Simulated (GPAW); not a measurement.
Input of a GPAW 26.7.0 run:

File run.py:

```python
from ase.calculators.mixing import SumCalculator
from ase.eos import EquationOfState
from ase.io import Trajectory, read
from ase.units import GPa
from dftd4.ase import DFTD4
from gpaw import GPAW, PW, setup_paths

setup_paths.insert(0, '.')

atoms = read('SnTe.xyz')

traj = Trajectory('eos.traj', 'w')
volumes, energies = [], []
for x in [0.94, 0.96, 0.98, 1.0, 1.02, 1.04, 1.06]:
    a = atoms.copy()
    a.set_cell(atoms.cell * x**(1 / 3), scale_atoms=True)
    calc = GPAW(mode=PW(600),
                xc='PBEsol',
                kpts={'size': (6, 6, 6), 'gamma': True},
                occupations={'name': 'fermi-dirac', 'width': 0.05},
                nbands=19,
                convergence={'density': 1e-05, 'energy': 1e-05},
                maxiter=150,
                txt=f'eos-{x:.2f}.txt')
    a.calc = SumCalculator([calc, DFTD4(method='pbesol')])
    energies.append(a.get_potential_energy())
    volumes.append(a.get_volume())
    p = -a.get_stress()[:3].mean() / GPa
    calc.write(f'eos-{x:.2f}.gpw')
    traj.write(a)
    print(f'{x:.2f} {volumes[-1]:10.4f} A^3 {energies[-1]:14.6f} eV {p:9.3f} GPa', flush=True)

v0, e0, B = EquationOfState(volumes, energies, eos='birchmurnaghan').fit()
print(f'V0 = {v0:.4f} A^3, E0 = {e0:.6f} eV, B0 = {B / GPa:.2f} GPa')
```

Contents of SnTe.xyz:

```xyz
2
Lattice="0.0000000000 3.1508500000 3.1508500000 3.1508500000 0.0000000000 3.1508500000 3.1508500000 3.1508500000 0.0000000000" Properties=species:S:1:pos:R:3 pbc="T T T"
Te     3.1508500000      3.1508500000      3.1508500000
Sn     0.0000000000      0.0000000000      0.0000000000
```

Potentials or basis: PAW data sets generated in the run's folder for this functional, pw.

Command:

```bash
$ gpaw-setup -f PBEsol Sn Te
$ OMP_NUM_THREADS=1 python run.py
```

Task: What does it give for the bulk modulus?

Result: 52 GPa.

Task: What does it give for the equilibrium volume?

Result: 30.11 Å³/atom.

Task: What does it give for the pressure derivative of the bulk modulus?

Result: 5.3.

Energy against volume, from the lowest point:
```csv
volume (Å³/atom),energy (meV/atom)
29.404,2.80
30.030,0.00
30.656,1.49
31.281,6.75
31.907,15.34
32.532,26.86
33.158,40.87
```

Spin-orbit coupling is left out, which matters for the levels of Te.
